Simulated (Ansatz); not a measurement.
BaTiO$_{3}$ in Ansatz, settings compared

The command:

```bash
ansatz run input.yaml --threads 1 --pin off --max-ram 2560MiB --backend cpu --events-out ev --progress --plain --runs-dir out
```

input.yaml:

```yaml
crystal:
  lattice:
    - [3.97112575, 0.0, 0.0]
    - [0.01115875, 3.97110591, 0.0]
    - [0.01115875, 0.01112899, 3.97109599]
  atoms:
    - { symbol: Ba, position: [0.0, 0.0, 0.0] }
    - { symbol: Ti, position: [0.4872, 0.4872, 0.4872] }
    - { symbol: O, position: [0.5109, 0.5109, 0.0193] }
    - { symbol: O, position: [0.0193, 0.5109, 0.5109] }
    - { symbol: O, position: [0.5109, 0.0193, 0.5109] }
  symmetry: { tolerance: 0.0003 }
kpoints:
  mp_grid: { grid: [5, 5, 5], shift: [0, 0, 0] }
magnetization:
  spin_polarized: false
scf:
  occupations: { method: fermi_dirac }
hamiltonian:
  pseudopotentials: { kind: paw }
  xc: r2scan
basis:
  ecutwfc: 500
output:
  forces: true
  stress: true
  eigenvalues: true
```

Origin of the cell: a database entry, scaled a little.

The smearing width isn't typed, so it takes its default of 0.1 eV.

Output of this run (shortened):

```
Warning: crystal.lattice misses the space group found at crystal.symmetry.tolerance 3.0e-4 in a digit that the deck types, which is why this is a warning: making the lattice exact moves one o […]
Pseudopotentials: kind: paw
Pseudopotential: Ba, paw, valence charge 10, recommended cutoff 500 eV (meta_gga), Ba.paw.azcp
Pseudopotential: Ti, paw, valence charge 12, recommended cutoff 500 eV (meta_gga), Ti.paw.azcp
Pseudopotential: O, paw, valence charge 6, recommended cutoff 500 eV (meta_gga), O.paw.azcp
Functional definition: r2SCAN
  exchange = r2scan_x(k0 = k0, k1 = k1, a1 = a1)
  correlation = r2scan_c
Crystal: 5 atoms, lattice volume = 62.623 Å³
Basis set: ecut = 500 eV, 1575 PW (Γ), exchange–correlation on 120×120×120 points (64 copies of the dense FFT grid, shifted against one another)
Bands: 25, of which v1, the nominal top of the filled ones, is band 20 counted from 1 (19 counted from 0)
[… 12 lines left out …]
Initial density: superposition of atomic densities (neutral atoms: chi_scale 0, normalization atom), corrected by the library's trained network
Functional: x = r2scan, c = r2scan; τ floored in thin density (d = 2e-4 eV/Å³)
SCF iter   1: F=—  HF=-10183.678511 eV  Δρ=2.08e-2  dr2=3.33e-1  dr2_τ=2.61e-1
SCF iter   2: F=—  HF=-10183.797624 eV  Δρ=1.02e-2  dr2=3.74e-2  dr2_τ=1.73e-2  defer=7
SCF iter   3: F=—  HF=-10183.792872 eV  Δρ=3.57e-3  dr2=5.20e-3  dr2_τ=4.06e-4  defer=7
SCF iter   4: F=—  HF=-10183.792200 eV  Δρ=1.43e-3  dr2=8.67e-4  dr2_τ=1.36e-4  defer=7
SCF iter   5: F=—  HF=-10183.792069 eV  Δρ=3.06e-4  dr2=4.33e-5  dr2_τ=3.63e-6  defer=7
SCF iter   6: F=—  HF=-10183.792065 eV  Δρ=7.64e-5  dr2=4.20e-6  dr2_τ=2.65e-7  defer=7
SCF iter   7: F=-10183.792065 eV  HF=-10183.792065 eV  Δρ=6.18e-6  dr2=1.42e-8  dr2_τ=4.57e-9
SCF 1 converged in 7 iterations: F = -10183.792065 eV  dr2 = 1.42e-8
SCF converged after 7 iterations
Free energy (F): -10183.792065 eV
Harris-Foulkes:  -10183.792065 eV  (|F-HF|=1.23e-8)
Internal energy: -10183.792064 eV  (E = F + TS)
E sigma→0 (E₀):  -10183.792064 eV
Entropy (-TS):   -0.000000 eV (-0.000 meV/atom)
Fermi energy:    11.711785 eV
--- Per-component energies (eV) ---
  E_band       = -158.941505
  E_kinetic    = 978.382841
  E_local      = -2086.490966  (includes V_loc(G=0)·N_el)
  E_nonlocal   = 200.111215
  E_hartree    = 820.085947
  E_xc         = -476.429907
  E_vxc        = -605.795348  (∫ρ·V_xc dr)
  E_paw        = -6785.858974  (= ΣΔE_a)
  E_vpaw       = -322.097675  (= ΣTr[D̂ρ^β])
  E_aug_tail   = 0.003172  (compensation charges beyond the density's cutoff)
  E_vtau       = 36.774712  (kinetic-family band-sum trace: ∫τ·v_τ [+ j·A + Jᵃ·Aᵃ] dr)
  E_ewald      = -2833.316529
  E_core_change = -0.278864  (= ΣΔE_core)
  E_smearing   = -0.000000  (= −TS)
  Σ components = -10183.792065   (vs F -10183.792065, Δ=0.00e0)
--- Forces (eV/Å), atoms counted from 1 ---
  atom   1  Ba    -0.002456    -0.002449    -0.002442
  atom   2  Ti     0.147629     0.147215     0.146803
  atom   3  O      0.026714     0.026639    -0.198732
  atom   4  O     -0.198580     0.027272     0.027195
  atom   5  O      0.026714    -0.198656     0.027195
  max |Σ_I F_I| component: 1.98e-5 eV/Å
--- Stress (GPa, compression-positive) ---
        6.531474      -0.115868      -0.115543
       -0.115868       6.532125      -0.115219
       -0.115543      -0.115219       6.532771
  P = ⅓ Tr σ = 6.5321 GPa (65.321 kbar)
```

The same input was run again with these changes:

1. `crystal.symmetry` { tolerance: 0.0003 } → { detect: false }
2. `scf.mixing.preconditioner` default → resta
3. `basis.ecutwfc` 500 → "400 eV"; `scf.occupations.method` fermi_dirac → cold; `scf.occupations.width` default → 0.1
4. `kpoints.mp_grid.grid` [5, 5, 5] → [2, 2, 2]; `scf.eigensolver.kind` default → davidson

```json
{"run": "base", "end": "converged", "SCF iterations": "7", "P (GPa)": "6.53", "max force component (eV/Å)": "0.199", "moment (μB)": "–", "ΔE(σ→0) (meV/atom)": "0"}
{"run": "1", "end": "converged", "SCF iterations": "7", "P (GPa)": "6.53", "max force component (eV/Å)": "0.199", "moment (μB)": "–", "ΔE(σ→0) (meV/atom)": "0.00"}
{"run": "2", "end": "converged", "SCF iterations": "7", "P (GPa)": "6.53", "max force component (eV/Å)": "0.199", "moment (μB)": "–", "ΔE(σ→0) (meV/atom)": "0.00"}
{"run": "3", "end": "converged", "SCF iterations": "7", "P (GPa)": "6.52", "max force component (eV/Å)": "0.200", "moment (μB)": "–", "ΔE(σ→0) (meV/atom)": "6.29"}
{"run": "4", "end": "converged", "SCF iterations": "8", "P (GPa)": "8.25", "max force component (eV/Å)": "1.108", "moment (μB)": "–", "ΔE(σ→0) (meV/atom)": "92.80"}
```

Energies are compared only where functional, datasets, charge and starting cell are the same.

Not properties of the system: run 4 (too coarse or loose: `kpoints.mp_grid.grid` = [2, 2, 2]).

Run 3: the cutoff lies below the datasets' advice.

Time of the base run: 9.5 s on 1 thread of Arm Neoverse V1 (shared host), peak memory 0.42 GiB, from the program's own first density.
